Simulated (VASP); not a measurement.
Here is a VASP 6.6.1 calculation.

The input INCAR:

```
ALGO = Fast
DIPOL = 0.5 0.5 0.294
EDIFF = 1E-6
ENCUT = 520
GGA = PE
IDIPOL = 3
ISIF = 2
ISMEAR = 0
ISPIN = 2
LASPH = T
LCHARG = F
LDIPOL = T
LMAXMIX = 4
LORBIT = 11
LREAL = F
LWAVE = F
MAGMOM = 2.1
NBANDS = 14
NELM = 150
PREC = Accurate
SIGMA = 0.1
```

KPOINTS

```
k-points
0
Gamma
  24 24 1
```

Contents of POSCAR:

```
Co
1.0
    2.3471518596      0.0000000000      0.0000000000
   -1.1735759298      2.0326931370      0.0000000000
    0.0000000000      0.0000000000     23.8000000000
Co
1
Direct
    0.0000000000      0.0000000000      0.2941176471
```

Potentials or basis: VASP PAW PBE potentials, release 64 (Co).

Run with:

```sh
$ cat potpaw_PBE.64/Co/POTCAR > POTCAR
$ mpirun -np 1 vasp_std > vasp.out
```

(1) What does it give for the band gap on the k mesh?

(2) Predict the net moment.

(3) Estimate the site moments.

Answers

(1) none (metal or under the smearing width).

(2) 1.78 μB per cell.

(3) Co +1.81 μB.
